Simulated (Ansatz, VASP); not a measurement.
CdS: VASP beside Ansatz

```
Cd S
1.0
     0.00000    2.75324    2.75324
     2.75324    0.00000    2.75324
     2.75324    2.75324    0.00000
Cd S
1 1
Direct
  0.00000 0.00000 0.00000
  0.50000 0.50000 0.50000
```

Measurements of this composition are mostly on another form, of space group No. 186.

Alike in both runs: functional PBE; k mesh 8 × 8 × 8; occupations fermi-dirac, width 0.05 eV; no spin polarisation.

```csv
,VASP,Ansatz
version,VASP 6.6.1,Ansatz 0.2.0
potentials or method,"VASP PAW PBE potentials, release 64 (Cd, S)",Ansatz PAW
plane-wave cutoff (eV),520,420
valence electrons in the cell,18,26
task,single point,band structure
```

VASP gave:

- gap on the k mesh at the Fermi level (eV): 0.26
- least direct gap on the mesh (eV): 1.53
- pressure (GPa): -0.1

Problem. Estimate Ansatz's values.

Solution. gap on the k mesh at the Fermi level (eV): 0.26; least direct gap on the mesh (eV): 1.56; pressure (GPa): -0.4.

The two sets of potentials don't hold the same shells in valence.
